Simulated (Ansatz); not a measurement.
Input and output of a one-shot G0W0 calculation on a 2-atom cell of GaN started from a crystallographic database (the plane-wave code Ansatz, G0W0@PBE with 30 empty bands, a screening cutoff of 80 eV and a 6×6×6 mesh). Cell and atoms come from a relaxation with r2SCAN.

Input file:
```yaml
crystal:
  lattice:
    - [0.0, 2.1085153661, 2.1085153661]
    - [2.1085153661, 0.0, 2.1085153661]
    - [2.1085153661, 2.1085153661, 0.0]
  atoms:
    - { symbol: Ga, position: [0.5, 0.5, 0.5] }
    - { symbol: "N", position: [0.0, 0.0, 0.0] }
kpoints:
  mp_grid: { grid: [6, 6, 6] }
hamiltonian:
  xc: pbe
scf:
  occupations: { method: fixed }
gw:
  n_empty_bands: 30
  ecut_chi: 80
  qp_bands: [v2, c2]
  qp_kpoints: band_edges
  screening: { model: contour_deformation }
```

Command: `ansatz run input.yaml --threads 2 --pin off --max-ram 3686MiB --backend cpu --events-out ev --progress --plain --runs-dir out`. It took 5.4 s on 2 threads of Arm Neoverse V2, with other jobs on the host, load about 0.5 per core; peak host memory 0.27 GiB.

The output, standing remarks left out:
```
Functional definition: PBE
Crystal: 2 atoms, lattice volume = 18.748 Å³
Basis set: ecut = 420 eV, 339 PW (Γ)
Bands: 13, of which v1, the nominal top of the filled ones, is band 9 counted from 1 (8 counted from 0)
Symmetry: 48 space group operations
Space group: Fm-3m (ITA 225)
k-points: 16 of 216
preconditioner: auto → none  [insulator: Δε(μ)=0.635 eV  ℏωp=36.4 eV]
SCF converged after 6 iterations
Free energy (F): -4166.933053 eV
Fermi energy:    13.318125 eV
--- G₀W₀: contour deformation, 7 samples at zero and on the imaginary axis and 3 off it, 216 q-points, 30 empty bands' worth ---
    ik  band        ε_KS         Σx   Σc(E_QP)       V_xc       Z   E_QP_lin       E_QP  E_QP is
     0     8     12.7920   -21.5267     3.4250   -18.1337  0.7720    12.8239    12.8239  root
     0     9     12.7920   -21.5267     3.4250   -18.1337  0.7720    12.8239    12.8239  root
     0    10     15.6172   -14.0246    -3.6891   -18.6634  0.8043    16.5731    16.5668  root
     0    11     27.9576    -8.5549    -5.5003   -14.6436  0.8048    28.5501    28.5461  root
     1     8     12.8547   -22.0287     3.4327   -18.5906  0.7732    12.8493    12.8493  root
     1     9     12.8547   -22.0287     3.4327   -18.5906  0.7732    12.8493    12.8493  root
     1    10     17.4736   -13.5396    -3.9862   -18.5642  0.7942    18.5215    18.5120  root
     1    11     24.1343    -8.1344    -5.6255   -14.5414  0.7907    24.9232    24.9159  root
     2     8     13.0268   -23.0701     3.4361   -19.5604  0.7757    12.9531    12.9532  root
     2     9     13.0268   -23.0701     3.4361   -19.5604  0.7757    12.9531    12.9532  root
     2    10     18.3380   -10.5714    -4.4377   -15.7878  0.8067    19.1221    19.1166  root
     2    11     22.6791   -10.8268    -6.0763   -18.2342  0.7562    24.0205    24.0103  root
     3     8     13.1406   -23.6459     3.4364   -20.1055  0.7769    13.0364    13.0366  root
     3     9     13.1406   -23.6459     3.4364   -20.1055  0.7769    13.0364    13.0366  root
     3    10     18.0311    -9.2841    -4.3888   -14.3196  0.8158    18.6812    18.6778  root
     3    11     22.4465    -8.2844    -5.2155   -14.3234  0.8073    23.2766    23.2699  root
     5     8     11.8440   -21.8728     3.6465   -18.0672  0.7689    11.6846    11.6849  root
     5     9     11.9696   -22.4141     3.5564   -18.6581  0.7716    11.7695    11.7700  root
     5    10     18.7173   -12.3035    -4.5753   -17.9578  0.7927    19.8092    19.7962  root
     5    11     21.5247    -9.1803    -5.1861   -15.2482  0.7940    22.4139    22.4065  root
     7     8     10.6435   -22.0582     3.8558   -17.8631  0.7611    10.3025    10.3042  root
     7     9     12.9852   -23.3253     3.4206   -19.7860  0.7769    12.8665    12.8666  root
     7    10     19.6465    -9.0691    -4.7687   -14.5863  0.8081    20.4004    20.3950  root
     7    11     20.5744   -12.0187    -5.2218   -18.4740  0.7745    21.8273    21.8079  root
     8     8     11.2411   -21.5720     3.7761   -17.5691  0.7637    11.0137    11.0144  root
     8     9     13.3181   -23.0059     3.3563   -19.6340  0.7763    13.3025    13.3025  root
     8    10     19.1418   -12.7565    -4.6139   -18.5036  0.7823    20.2891    20.2750  root
     8    11     22.5746    -9.1261    -5.6037   -15.6881  0.7891    23.5382    23.5329  root
    10     8      9.2053   -20.9561     4.0138   -16.5859  0.7476     8.8472     8.8489  root
    10     9     10.8342   -21.3452     3.8118   -17.2851  0.7613    10.5851    10.5860  root
    10    10     15.8907   -11.9282    -3.9062   -16.7124  0.8140    16.7745    16.7688  root
    10    11     21.9601    -9.2744    -4.9545   -14.8771  0.8029    22.6116    22.6083  root
    12     8     10.2440   -20.7398     3.9249   -16.5634  0.7546     9.9914     9.9925  root
    12     9     10.2440   -20.7398     3.9249   -16.5634  0.7546     9.9914     9.9925  root
    12    10     13.9440   -12.0054    -3.6635   -16.4763  0.8216    14.7552    14.7514  root
    12    11     21.1211    -9.2424    -4.6006   -14.1516  0.8217    21.4304    21.4297  root
```

The points are ik 0 = (0, 0, 0) (Γ), ik 1 = (0, 0, 1/6), ik 2 = (0, 0, 1/3), ik 3 = (0, 0, -1/2), ik 5 = (0, 1/6, 1/3), ik 7 = (0, 1/6, -1/3), ik 8 = (0, 1/6, -1/6), ik 10 = (0, 1/3, -1/2), ik 12 = (0, -1/2, -1/2); band 9 is the last filled one.

G0W0 moves the gap on the mesh from 0.63 eV (PBE) to 1.45 eV (k = (0, 1/6, -1/6) to k = (0, -1/2, -1/2)). Renormalisation factors Z lie between 0.75 and 0.82. The G0W0 figures hold for the stated bands, cutoff and mesh and aren't extrapolated.

Spin-unpolarised throughout; all numbers are computed.

For so narrow a gap this mesh doesn't settle the screening, and the bands and cutoff are finite.

With a shallow d shell on the cation, G0W0 converges slowly in bands and cutoff, so these values are in doubt.
